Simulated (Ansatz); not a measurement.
**Ta (simple cubic): energy against volume**

These are results of DFT, revPBE, plane waves (420 eV) with PAW, scalar-relativistic (Ansatz 0.2.0), not measurements. (PAW data from PBE, frozen cores regenerated.)

The cell is scaled uniformly from the relaxed one, with fractional coordinates and shape fixed. Energies are extrapolated to zero smearing, pressures are those at the given smearing. Magnetic state: spin not included.

A Birch-Murnaghan fit gives V₀ = 20.88 Å³/atom, B₀ = 139 GPa, B₀′ = 3.9.

(1) What are the energy above the minimum and the pressure at 18.404 Å³/atom?

(2) What are the energy above the minimum and the pressure at 20.077 Å³/atom?

(3) What are the energy above the minimum and the pressure at 23.423 Å³/atom?

Answers

(1) 156.4 meV/atom and 22.61 GPa as computed.

(2) 14.3 meV/atom and 6.08 GPa as computed.

(3) 110.9 meV/atom and -12.49 GPa as computed.
